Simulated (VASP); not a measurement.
Set up this calculation in VASP 6.6.1, as the native input.

| Quantity | Value |
| --- | --- |
| Task | single point |
| Functional | PBEsol |
| Potentials or basis | VASP PAW PBE potentials, release 64 (Au) |
| Cutoff | 520 eV |
| k mesh | 12 × 12 × 16 |
| Occupations | gaussian, width 0.1 eV |
| Spin | no spin polarisation |
| Dipole correction | no |
| Further INCAR settings | ALGO = Fast; EDIFF = 1e-06; NBANDS = 24 |

The structure of Au lies in POSCAR:

```
Au
1.0
    4.3493060371      0.0000000000      0.0000000000
   -2.1746530185      3.7666095169      0.0000000000
    0.0000000000      0.0000000000      2.7049732263
Au
3
Direct
    0.6666666700      0.3333333300      0.5000000000
    0.3333333300      0.6666666700      0.5000000000
    0.0000000000      0.0000000000      0.0000000000
```

This isn't the form of Au at room conditions, which is fcc.

The cell isn't the ideal one: Hf replaced by Au, lengths x 0.866, strained and moved within the space group.

The input as run:

INCAR

```
PREC     = Accurate       # precision mode
ENCUT    = 520            # plane-wave cutoff, eV
EDIFF    = 1E-6           # SCF threshold, eV
ISMEAR   = 0              # smearing method
SIGMA    = 0.1            # smearing width, eV
LREAL    = False          # projectors in reciprocal space
LASPH    = True           # aspherical terms in the spheres
NELM     = 100            # most SCF steps
ALGO     = Fast           # electronic algorithm
ISIF     = 2              # what is computed and relaxed
LWAVE    = False          # write WAVECAR
LCHARG   = False          # write CHGCAR
GGA      = PS             # functional
NBANDS   = 24             # bands
```

KPOINTS

```
Automatic mesh
0
Gamma
  12 12 16
```

Potentials or basis: VASP PAW PBE potentials, release 64 (Au).

Run with:

```console
$ cat potpaw_PBE.64/Au/POTCAR > POTCAR
$ mpirun -np 1 vasp_std > vasp.out
```

It gave:

| Property | Result |
| --- | --- |
| Pressure | 42.9 GPa |
| Band gap on the k mesh | none (metal or under the smearing width) |

Caveat: so large a pressure means that the cell lies far from this level's equilibrium, or that cutoff or potentials fall short; the potentials were made for another functional, which shifts forces and pressure.

It took 110 s on 1 thread of Intel(R) Xeon(R) Platinum 8259CL CPU @ 2.50GHz (Skylake/Cascade Lake), with other jobs on the host, peak memory 0.25 GiB.
